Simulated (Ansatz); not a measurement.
# Co: a trial structure relaxed

Where does Co go from the start given, black phosphorus type (Cmce, No. 64)?

Program: Ansatz 0.2.0. Level of theory: DFT r2SCAN, scalar-relativistic, plane waves, PAW. These are calculated values, not measurements.

**1. The system as given**

It takes space group Cmce (No. 64, orthorhombic). Conventional cell: a = 2.785 Å, b = 8.835 Å, c = 3.686 Å, α = 90.00°, β = 90.00°, γ = 90.00°. Co (site symmetry m) has 3 Co at 1.82 to 1.85 Å as nearest neighbours.

Structure file:

```cif
data_structure
_symmetry_space_group_name_H-M 'Cmce'
_symmetry_Int_Tables_number 64
_cell_length_a 2.7853
_cell_length_b 8.8355
_cell_length_c 3.6857
_cell_angle_alpha 90.000
_cell_angle_beta 90.000
_cell_angle_gamma 90.000
_cell_volume 90.70
loop_
_atom_site_label
_atom_site_type_symbol
_atom_site_symmetry_multiplicity
_atom_site_Wyckoff_symbol
_atom_site_fract_x
_atom_site_fract_y
_atom_site_fract_z
_atom_site_occupancy
Co1 Co 8 f 0.00000 0.90200 0.91000 1
```

(A quick probe on a coarse mesh, which set the mesh and smearing, is not shown.)

**3. Rough relaxation on the coarse mesh**

Input file input.yaml:

```yaml
crystal:
  lattice:
    - [1.3926417893, -4.4177458573, 0.0]
    - [1.3926417893, 4.4177458573, 0.0]
    - [0.0, 0.0, 3.6856622581]
  atoms:
    - { symbol: Co, position: [0.098, 0.902, 0.91], spin: 1.7 }
    - { symbol: Co, position: [0.598, 0.402, 0.59], spin: 1.7 }
    - { symbol: Co, position: [0.902, 0.098, 0.09], spin: 1.7 }
    - { symbol: Co, position: [0.402, 0.598, 0.41], spin: 1.7 }
basis:
  ecutwfc: 500
kpoints:
  mp_grid: { grid: [6, 6, 6] }
hamiltonian:
  xc: r2scan
scf:
  occupations: { method: gaussian, width: 0.1 }
  lower_state_search: "off"
output:
  forces: true
  stress: true
  eigenvalues: true
  populations: true
magnetization:
  spin_polarized: true
relax:
  adjacent_minimum: "off"
  f_tol: 0.04
  max_steps: 70
  cell: { stress_tol: 0.4 }
```

Further runs follow: relaxing cell and atoms.

Before running it: what results should come out?

**Answer**, as computed:

```
           quantity                                                                      value
cell (conventional)  a = 2.631 Å, b = 4.009 Å, c = 8.709 Å, α = 90.00°, β = 90.00°, γ = 90.00°
        space group                                                              Fmmm (No. 69)
             volume                                                              11.48 Å³/atom
    gap on the mesh                                                               none (metal)
     largest moment                                                                    2.00 μB
```

What this shows: The structure ended in another space group than at the start: Cmce to Fmmm. The magnetic state reached may not be the lowest one.
